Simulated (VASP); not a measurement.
# CdTe (F-43m) in VASP: a series of runs

CdTe is run at these levels: r2SCAN+D3(BJ); tasks: single point.

Everything below comes from runs of VASP 6.6.1. Logs are shortened: lines on timing, memory, paths and dates and some standing lists are left out, and cuts for length are marked.

**What was measured.**

From a printed reference work, data compilation, for a bulk crystal of CdTe at 0 K: band gap 1.607 eV.

How close the calculation comes is told below.

## (1) The cell of the first run

It takes space group F-43m (No. 216, cubic). The conventional cell has a = 6.410 Å, b = 6.410 Å, c = 6.410 Å, α = 90.00°, β = 90.00°, γ = 90.00°. Te (site symmetry -43m) has 4 Cd at 2.78 Å within 3.7 Å. Within 3.7 Å of Cd (site symmetry -43m) lie 4 Te at 2.78 Å.

## (2) Single point, r2SCAN+D3(BJ)

The input, POSCAR:

```
CdTe
1.0
    0.0000000000      3.2050000000      3.2050000000
    3.2050000000      0.0000000000      3.2050000000
    3.2050000000      3.2050000000      0.0000000000
Te Cd
1 1
Direct
    0.7500000000      0.7500000000      0.7500000000
    0.0000000000      0.0000000000      0.0000000000
```

The input, INCAR.step1:

```
SYSTEM = CdTe
PREC = Accurate
ENCUT = 520
ISMEAR = -1
SIGMA = 0.05
LREAL = .FALSE.
LASPH = .TRUE.
NELM = 80
NBANDS = 16
GGA = PE
ALGO = Normal
EDIFF = 1E-4
LWAVE = .TRUE.
LCHARG = .FALSE.
```

The input, INCAR.step2:

```
SYSTEM = CdTe
PREC = Accurate
ENCUT = 520
EDIFF = 1E-6
ISMEAR = -1
SIGMA = 0.05
LREAL = .FALSE.
LASPH = .TRUE.
NELM = 80
ALGO = Normal
ISIF = 2
LWAVE = .FALSE.
LCHARG = .FALSE.
METAGGA = R2SCAN
LMIXTAU = .TRUE.
IVDW = 12
VDW_S6 = 1.0
VDW_S8 = 0.78981345
VDW_A1 = 0.49484001
VDW_A2 = 5.73083694
NBANDS = 16
ISTART = 1
```

The input, KPOINTS:

```
Automatic mesh
0
G
  7 7 7
  0 0 0
```

Potentials or basis: VASP PAW PBE potentials, release 64 (Te, Cd).

Started as:

```console
$ cat potpaw_PBE.64/Te/POTCAR potpaw_PBE.64/Cd/POTCAR > POTCAR
$ cp INCAR.step1 INCAR
$ mpirun -np 1 vasp_std > vasp.out
$ cp INCAR.step2 INCAR
$ mpirun -np 1 vasp_std > vasp.out
```

OUTCAR:

```text
SYSTEM = CdTe
   PREC = Accurate
   ENCUT = 520
   EDIFF = 1E-6
   ISMEAR = -1
   LREAL = .FALSE.
   LASPH = .TRUE.
   NELM = 80
   ISIF = 2
   METAGGA = R2SCAN
   IVDW = 12
   ISTART = 1
 IVDW          = 12

 ion  position               nearest neighbor table
   1  0.750  0.750  0.750-   2 2.78   2 2.78   2 2.78   2 2.78
   2  0.000  0.000  0.000-   1 2.78   1 2.78   1 2.78   1 2.78

  LATTYP: Found a face centered cubic cell.
 ALAT       =     6.4100000000

  Lattice vectors:

 A1 = (   0.0000000000,   3.2050000000,   3.2050000000)
 A2 = (   3.2050000000,   0.0000000000,   3.2050000000)
 A3 = (   3.2050000000,   3.2050000000,   0.0000000000)

Analysis of symmetry for initial positions (statically):
=====================================================================
 Subroutine PRICEL returns:
 Original cell was already a primitive cell.

 Routine SETGRP: Setting up the symmetry group for a
 face centered cubic supercell.

 Subroutine GETGRP returns: Found 24 space group operations
 (whereof 24 operations were pure point group operations)
 out of a pool of 48 trial point group operations.

The static configuration has the point symmetry T_d .

Analysis of symmetry for dynamics (positions and initial velocities):
=====================================================================
 Subroutine PRICEL returns:
 Original cell was already a primitive cell.

 Routine SETGRP: Setting up the symmetry group for a
 face centered cubic supercell.

 Subroutine GETGRP returns: Found 24 space group operations
 (whereof 24 operations were pure point group operations)
 out of a pool of 48 trial point group operations.

The dynamic configuration has the point symmetry T_d .

 Subroutine INISYM returns: Found 24 space group operations
 (whereof 24 operations are pure point group operations),
 and found     1 'primitive' translations

----------------------------------------------------------------------------------------

                                     Primitive cell

  volume of cell :      65.8437

  direct lattice vectors                    reciprocal lattice vectors
     0.000000000  3.205000000  3.205000000    -0.156006240  0.156006240  0.156006240
     3.205000000  0.000000000  3.205000000     0.156006240 -0.156006240  0.156006240
     3.205000000  3.205000000  0.000000000     0.156006240  0.156006240 -0.156006240

  length of vectors
     4.532554467  4.532554467  4.532554467     0.270210734  0.270210734  0.270210734

  position of ions in fractional coordinates (direct lattice)
     0.750000000  0.750000000  0.750000000
     0.000000000  0.000000000  0.000000000

  ion indices of the primitive-cell ions
   primitive index   ion index
                 1           1
                 2           2

----------------------------------------------------------------------------------------

 KPOINTS: Automatic mesh

Automatic generation of k-mesh.
 Grid dimensions read from file:
 generate k-points for:    7    7    7

 Generating k-lattice:

  Cartesian coordinates                     Fractional coordinates (reciprocal lattice)
    -0.022286606  0.022286606  0.022286606     0.142857143  0.000000000  0.000000000
     0.022286606 -0.022286606  0.022286606     0.000000000  0.142857143  0.000000000
     0.022286606  0.022286606 -0.022286606     0.000000000  0.000000000  0.142857143

  Length of vectors
     0.038601533  0.038601533  0.038601533

  Shift w.r.t. Gamma in fractional coordinates (k-lattice)
     0.000000000  0.000000000  0.000000000

 Subroutine IBZKPT returns following result:
 ===========================================

 Found     20 irreducible k-points:

 Following reciprocal coordinates:
            Coordinates               Weight
  0.000000  0.000000  0.000000      1.000000
  0.142857  0.000000  0.000000      8.000000
  0.285714  0.000000  0.000000      8.000000
  0.428571  0.000000  0.000000      8.000000
  0.142857  0.142857  0.000000      6.000000
  0.285714  0.142857  0.000000     24.000000
[... 12 lines left out ...]
 -0.428571  0.428571  0.142857     24.000000
 -0.285714  0.428571  0.142857     24.000000
   k-points           NKPTS =     20   k-points in BZ     NKDIM =     20   number of bands    NBANDS=     16
   number of dos      NEDOS =    301   number of ions     NIONS =      2
   total plane-waves  NPLWV =  46656
   dimension x,y,z NGX =    36 NGY =   36 NGZ =   36
   dimension x,y,z NGXF=    72 NGYF=   72 NGZF=   72
   ions per type =               1   1
   NGX,Y,Z   is equivalent  to a cutoff of  13.20, 13.20, 13.20 a.u.
   NGXF,Y,Z  is equivalent  to a cutoff of  26.41, 26.41, 26.41 a.u.
 SYSTEM =  CdTe
   PREC   = accura    normal or accurate (medium, high low for compatibility)
   ISTART =      1    job   : 0-new  1-cont  2-samecut
   ICHARG =      0    charge: 1-file 2-atom 10-const
   ISPIN  =      1    spin polarized calculation?
   LNONCOLLINEAR =      F non collinear calculations
   LSORBIT =      F    spin-orbit coupling
   LASPH  =      T    aspherical Exc in radial PAW
   ENCUT  =  520.0 eV  38.22 Ry    6.18 a.u.   8.43  8.43  8.43*2*pi/ulx,y,z
   NELM   =     80;   NELMIN=  2; NELMDL=  0     # of ELM steps
   EDIFF  = 0.1E-05   stopping-criterion for ELM
   LREAL  =      F    real-space projection
   EDIFFG = 0.1E-04   stopping-criterion for IOM
   NSW    =      0    number of steps for IOM
   IBRION =     -1    ionic relax: 0-MD 1-quasi-New 2-CG
   NFREE  =      0    steps in history (QN), initial steepest desc. (CG)
   ISIF   =      2    stress and relaxation
   ISYM   =      2    0-nonsym 1-usesym 2-fastsym
   POTIM  = 0.5000    time-step for ionic-motion
   TEBEG  =    0.0;   TEEND  =   0.0 temperature during run
   PSTRESS=    0.0 pullay stress
   NELECT =      18.0000    total number of electrons
   NUPDOWN=      -1.0000    fix difference up-down
   EMIN   =  10.00;   EMAX   =-10.00  energy-range for DOS
   EFERMI =   0.00;   METHOD = LEGACY
   ISMEAR =    -1;   SIGMA  =   0.05  broadening in eV -4-tet -1-fermi 0-gaus
   EFERMI_NEDOS =   21; number of points for ismear=-14 and -15
   IALGO  =     38    algorithm
   IMIX   =      4    mixing-type and parameters
     AMIX     =   0.40;   BMIX     =  1.00
     AMIX_MAG =   1.60;   BMIX_MAG =  1.00
  volume/ion in A,a.u.               =      32.92       222.17
  Fermi-wavevector in a.u.,A,eV,Ry     =   1.062497  2.007828 15.359610  1.128899
  Thomas-Fermi vector in A             =   2.197950
   LORBIT       =      0    0 simple, 1 ext, 2 COOP (PROOUT), +10 PAW based schemes
   METAGGA = R2SCAN    functional components
   LHFCALC =     F    Hartree Fock is set to
   AEXX    =    0.0000 exact exchange contribution
   IVDW    =    12    specifies the selected vdW correction
   LEPSILON=     F    determine dielectric tensor
   LRPA    =     F    only Hartree local field effects (RPA)
 non-spin polarized calculation
  energy-cutoff  :      520.00
  volume of cell :       65.84
 maximum number of plane-waves:      1807
 NGX is ok and might be reduce to    36
   NGX = 17   NGY = 17   NGZ = 17

 number of electron      17.9999995 magnetization

 Free energy of the ion-electron system (eV)
  ---------------------------------------------------
  ext. energy  EPLUGINS =         0.00000000
  ---------------------------------------------------
  free energy    TOTEN  =       -46.59661676 eV

  energy without entropy =      -46.59661674  energy(sigma->0) =      -46.59661675

 E-fermi :   3.1345     XC(G=0):  -9.2594

 val. band max:        2.4124709723   @ k =   0.0000   0.0000   0.0000
 cond. band min:       3.7952823209   @ k =   0.0000   0.0000   0.0000
 fundamental gap:      1.3828113486
 Fermi energy:         3.1344898629

 k-point     1 :       0.0000    0.0000    0.0000
  band No.  band energies     occupation
      1      -9.3207      2.00000
      2      -6.2695      2.00000
      3      -6.2695      2.00000
      4      -6.2695      2.00000
      5      -5.9568      2.00000
      6      -5.9568      2.00000
[... 8 lines left out ...]
     15      12.2986      0.00000
     16      12.2986      0.00000

 k-point     2 :       0.1429    0.0000    0.0000
  band No.  band energies     occupation
      1      -9.2368      2.00000
      2      -6.2529      2.00000
      3      -6.2529      2.00000
      4      -6.2017      2.00000
      5      -5.9579      2.00000
      6      -5.9579      2.00000
[... 8 lines left out ...]
     15      11.4461      0.00000
     16      11.4461      0.00000

 k-point     3 :       0.2857    0.0000    0.0000
  band No.  band energies     occupation
      1      -9.0480      2.00000
      2      -6.2191      2.00000
      3      -6.2191      2.00000
      4      -5.9681      2.00000
      5      -5.9560      2.00000
      6      -5.9560      2.00000
[... 8 lines left out ...]
     15      11.4891      0.00000
     16      11.4891      0.00000

 k-point     4 :       0.4286    0.0000    0.0000
  band No.  band energies     occupation
      1      -8.8995      2.00000
      2      -6.1970      2.00000
      3      -6.1970      2.00000
      4      -5.9484      2.00000
      5      -5.9484      2.00000
      6      -5.6265      2.00000
[... 8 lines left out ...]
     15      12.8326      0.00000
     16      12.8326      0.00000
[... 248 lines left out ...]
 k-point    18 :      -0.4286    0.2857    0.1429
  band No.  band energies     occupation
      1      -8.8125      2.00000
      2      -6.1572      2.00000
      3      -6.1449      2.00000
      4      -5.9863      2.00000
      5      -5.9487      2.00000
      6      -5.4729      2.00000
[... 8 lines left out ...]
     15      13.0673      0.00000
     16      13.9247      0.00000

 k-point    19 :      -0.4286    0.4286    0.1429
  band No.  band energies     occupation
      1      -8.7671      2.00000
      2      -6.1181      2.00000
      3      -6.1151      2.00000
      4      -6.0233      2.00000
      5      -5.9367      2.00000
      6      -5.4012      2.00000
[... 8 lines left out ...]
     15      13.8911      0.00000
     16      14.7368      0.00000

 k-point    20 :      -0.2857    0.4286    0.1429
  band No.  band energies     occupation
      1      -8.7566      2.00000
      2      -6.1324      2.00000
      3      -6.1173      2.00000
      4      -5.9939      2.00000
      5      -5.9531      2.00000
      6      -5.3228      2.00000
[... 8 lines left out ...]
     15      13.2447      0.00000
     16      15.2427      0.00000

------------------------ aborting loop because EDIFF is reached ----------------------------------------

 Edisp (eV)   -0.34494

 E8    (eV) :    -0.1239

  FORCE on cell =-STRESS in cart. coord.  units (eV):
  Direction    XX          YY          ZZ          XY          YZ          ZX
  --------------------------------------------------------------------------------------
  -------------------------------------------------------------------------------------
  Total       1.04058     1.04058     1.04058     0.00000    -0.00000    -0.00000
  in kB      25.32053    25.32053    25.32053     0.00000    -0.00000    -0.00000
  external pressure =       25.32 kB  Pullay stress =        0.00 kB

 VOLUME and BASIS-vectors are now :
 -----------------------------------------------------------------------------
  energy-cutoff  :      520.00
  volume of cell :       65.84
      direct lattice vectors                 reciprocal lattice vectors
     0.000000000  3.205000000  3.205000000    -0.156006240  0.156006240  0.156006240
     3.205000000  0.000000000  3.205000000     0.156006240 -0.156006240  0.156006240
     3.205000000  3.205000000  0.000000000     0.156006240  0.156006240 -0.156006240

 POSITION                                       TOTAL-FORCE (eV/Angst)
 -----------------------------------------------------------------------------------
      4.80750      4.80750      4.80750        -0.000000     -0.000000     -0.000000
      0.00000      0.00000      0.00000         0.000000      0.000000      0.000000
 -----------------------------------------------------------------------------------
    total drift:                                0.000002      0.000002      0.000002

  FREE ENERGIE OF THE ION-ELECTRON SYSTEM (eV)
  ---------------------------------------------------
  free  energy   TOTEN  =       -46.9415543568 eV

  energy  without entropy=      -46.9415543408  energy(sigma->0) =      -46.94155435
```

Run time: 60 s. Hardware: 1 thread of AMD EPYC 9R45 (Zen 5), shared host; peak memory 0.19 GiB.

What came out:

```yaml
Free_energy: -46.9416 eV
Pressure: 2.5 GPa
Band_gap_on_the_k_mesh: 1.38 eV, direct
Dispersion_energy_per_atom: -0.172 eV
```

Caveat: the PAW data sets were made with another functional, which shifts forces and pressure a little; spin-orbit coupling is left out, which moves the levels of the heavy elements.

## (3) Single point, r2SCAN+D3(BJ)

This run uses another cell than the first one, of 33.58 Å³/atom, 1.020 times its volume.

The input, POSCAR:

```
CdTe
1.0
    0.0000000000      3.2262257841      3.2262257841
    3.2262257841      0.0000000000      3.2262257841
    3.2262257841      3.2262257841      0.0000000000
Te Cd
1 1
Direct
    0.7500000000      0.7500000000      0.7500000000
    0.0000000000      0.0000000000      0.0000000000
```

The input, INCAR.step1:

```
SYSTEM = CdTe
  PREC = Accurate
  ENCUT = 520
  ISMEAR = -1
  SIGMA = 0.05
  LREAL = .False.
  LASPH = .True.
  NELM = 60
  NBANDS = 16
  GGA = PE
  ALGO = Normal
  EDIFF = 1E-4
  LWAVE = .True.
  LCHARG = .False.
```

The input, INCAR.step2:

```
SYSTEM = CdTe
  PREC = Accurate
  ENCUT = 520
  EDIFF = 1E-7
  ISMEAR = -1
  SIGMA = 0.05
  LREAL = .False.
  LASPH = .True.
  NELM = 60
  ALGO = Normal
  ISIF = 2
  LWAVE = .False.
  LCHARG = .True.
  METAGGA = R2SCAN
  LMIXTAU = .True.
  IVDW = 12
  VDW_S6 = 1.0
  VDW_S8 = 0.78981345
  VDW_A1 = 0.49484001
  VDW_A2 = 5.73083694
  LELF = .True.
  LVHAR = .True.
  NBANDS = 16
  ISTART = 1
```

The input, KPOINTS:

```
Automatic mesh
0
Gamma
  7 7 7
  0 0 0
```

Potentials or basis: VASP PAW PBE potentials, release 64 (Te, Cd).

Started as:

```console
$ cat potpaw_PBE.64/Te/POTCAR potpaw_PBE.64/Cd/POTCAR > POTCAR
$ cp INCAR.step1 INCAR
$ mpirun -np 1 vasp_std > vasp.out
$ cp INCAR.step2 INCAR
$ mpirun -np 1 vasp_std > vasp.out
```

Run time: 74 s. Hardware: 1 thread of AMD EPYC 9R45 (Zen 5), shared host; peak memory 0.2 GiB.

It converged, with:

```
Free energy                : -46.9581 eV
Pressure                   : 1.5 GPa
Band gap on the k mesh     : 1.32 eV, direct
Dispersion energy per atom : -0.169 eV
```

Levels at points of the mesh, in eV from the valence-band top:
```
           k point  band 7  band 8  band 9  band 10  band 11  band 12
(0.00, 0.00, 0.00)    0.00    0.00    0.00     1.32     5.02     5.02
```

Caveat: the PAW data sets were made with another functional, which shifts forces and pressure a little; spin-orbit coupling is left out, which moves the levels of the heavy elements.

## (4) Comparison with measurements

Step 2. Measured gap of CdTe: 1.607 eV (0 K; a printed reference work, data compilation). This calculation gives 1.38 eV (-0.22 eV). Spin-orbit coupling on Cd, Te is left out. The value is that of r2SCAN+D3(BJ), without temperature or zero-point motion.

Step 3. Against the measured gap of CdTe, 1.607 eV (0 K; a printed reference work, data compilation), the calculated 1.32 eV is off by -0.29 eV. Spin-orbit coupling on Cd, Te is left out. The value is that of r2SCAN+D3(BJ), without temperature or zero-point motion.
